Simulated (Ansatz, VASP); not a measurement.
PbS in VASP and in Ansatz

Contents of INCAR:

```
PREC     = Accurate       # precision mode
ENCUT    = 520            # plane-wave cutoff, eV
EDIFF    = 1E-8           # SCF threshold, eV
ISMEAR   = -1             # smearing method
SIGMA    = 0.01           # smearing width, eV
LREAL    = F              # projectors in reciprocal space
LASPH    = T              # aspherical terms in the spheres
NELM     = 100            # most SCF steps
ALGO     = Normal         # electronic algorithm
ISIF     = 2              # what is computed and relaxed
LWAVE    = F              # write WAVECAR
LCHARG   = F              # write CHGCAR
GGA      = PE             # functional
LEFG     = T            
NBANDS   = 17             # bands
```

Contents of KPOINTS:

```
regular mesh
0
Gamma
  8 8 8
```

POSCAR

```
PbS
1.0
    0.0296500000      2.9798250000      2.9798250000
    2.9798250000      0.0296500000      2.9798250000
    2.9798250000      2.9798250000      0.0296500000
Pb S
1 1
Direct
    0.0000000000      0.0000000000      0.0000000000
    0.5000000000      0.5000000000      0.5000000000
```

Input for Ansatz:

```yaml
crystal:
  lattice:
    - [0.02965, 2.979825, 2.979825]
    - [2.979825, 0.02965, 2.979825]
    - [2.979825, 2.979825, 0.02965]
  atoms:
    - { symbol: Pb, position: [0.0, 0.0, 0.0] }
    - { symbol: S, position: [0.5, 0.5, 0.5] }
kpoints:
  mp_grid: { grid: [8, 8, 8] }
scf:
  occupations: { method: fermi_dirac, width: 0.01 }
hamiltonian:
  xc: pbe
  pseudopotentials: { kind: paw }
output:
  forces: true
  stress: true
  eigenvalues: true
  efg: { contact_densities: true }
  write_density: true
  write_potential: true
  elf: true
  volumetric_format: npy
```

Change from the starting cell: equal xy, yz and zx shear strains of +1 %, PAW files.

Alike in both runs: task electric field gradients; functional PBE; k mesh 8 × 8 × 8; occupations fermi-dirac, width 0.01 eV; no spin polarisation.

```csv
,VASP,Ansatz
version,VASP 6.6.1,Ansatz 0.2.0
potentials or method,"VASP PAW PBE potentials, release 64 (Pb_d, S)","PAW with Ansatz's default frozen-core files, scalar-relativistic"
plane-wave cutoff (eV),520,420
valence electrons in the cell,20,20
```

VASP gave:

* pressure (GPa): 2.2
* largest component of the traceless stress (GPa): 0.20
* Vzz of the field gradient on the site that differs most (V/Å²): -2.2

**Question.** Estimate Ansatz's values.

**Answer.** Pressure (GPa): 2.3; largest component of the traceless stress (GPa): 0.20; Vzz of the field gradient on the site that differs most (V/Å²): -4.1.

Ansatz warned: «gradients_without_spin_orbit».

Caveats: spin-orbit coupling is left out, which as a rule narrows the gap of such compounds by several tenths of an eV.
